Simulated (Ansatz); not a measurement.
# In3GaAs4: competing structures

The calculation used DFT PBE, scalar-relativistic, plane waves, PAW (Ansatz). Settings: cutoff 420 eV, Γ-centred meshes spaced at most about 0.3 Å⁻¹, and about 0.25 Å⁻¹ or finer for metals (2π included), Gaussian smearing. No spin polarisation.

Formation energies are uncorrected and refer to the elements' standard structures at the same level.

These are static total energies at zero pressure. The comparison covers the computed candidates alone. The k mesh leaves some 4 meV/atom of noise in the energy of each metallic cell. The zero gap of P-43m, P-4m2, P3m1 may come from the functional, which often closes small gaps. The reference form of As is held partly by dispersion forces, which this level lacks.

Invented guesses were relaxed alike, and ends that match in structure were merged. ΔE counts from the first row. Coordination counts As atoms around Ga and In (those within 1.25 times the shortest such distance or 1.15 times the sum of covalent radii, 1.27 where that leaves under three). The ends were matched against large subsets of the Crystallography Open Database and the Materials Project, so a missing match doesn't prove that a structure is unreported.

| # | reached from | type and space group | atoms | Å³/atom | coordination | ΔE (meV/atom) | gap on mesh (eV) | in databases |
| --- | --- | --- | --- | --- | --- | --- | --- | --- |
| 1 | In and Ga ordered on zinc blende sites | P-43m (No. 215) | 8 | 28.1 | In 4, Ga 4 | 0 | 0.00 | no match |
| 2 | In and Ga ordered on zinc blende sites | P-4m2 (No. 115) | 8 | 28.1 | In 4, Ga 4 | 2 | 0.00 | no match |
| 3 | In and Ga ordered on wurtzite sites | P3m1 (No. 156) | 8 | 28.1 | In 4, Ga 4 | 17 | 0.00 | no match |

The first two are tied within the noise. The first: Space group P-43m (No. 215), cubic, a = 6.077 Å. In is surrounded by 4 As at 2.67 Å; around Ga lie 4 As at 2.53 Å; As has 1 Ga at 2.53 Å and 3 In at 2.67 Å. Its energy over the elements is −0.26 eV/atom. It lies below the elements, which doesn't yet make it stable against other compounds or structures. An observed structure of this formula, if there is one, may be missing.

```yaml
crystal:
  lattice:
    - [6.07736, 0.00000, 0.00000]
    - [0.00000, 6.07736, 0.00000]
    - [0.00000, 0.00000, 6.07736]
  atoms:
    - { symbol: In, position: [0.50000, 0.00000, 0.00000] }
    - { symbol: In, position: [0.00000, 0.00000, 0.50000] }
    - { symbol: In, position: [0.00000, 0.50000, 0.00000] }
    - { symbol: Ga, position: [0.50000, 0.50000, 0.50000] }
    - { symbol: As, position: [0.26006, 0.73994, 0.26006] }
    - { symbol: As, position: [0.26006, 0.26006, 0.73994] }
    - { symbol: As, position: [0.73994, 0.73994, 0.73994] }
    - { symbol: As, position: [0.73994, 0.26006, 0.26006] }
```

The second: Space group P-4m2 (No. 115), tetragonal, a = 4.290 Å, c = 12.202 Å. In on a site of symmetry 2mm is surrounded by 4 As at 2.66–2.67 Å; In on a site of symmetry -4m2 has 4 As at 2.66 Å; Ga has 4 As at 2.54 Å; As on its first site has 2 Ga at 2.54 Å and 2 In at 2.67 Å; 1 more site not described. Counting As atoms around Ga and In, the first and the second both have In 4, Ga 4. Shaken at random and relaxed again, row 3 came back. Cells without such a test can be saddle points.
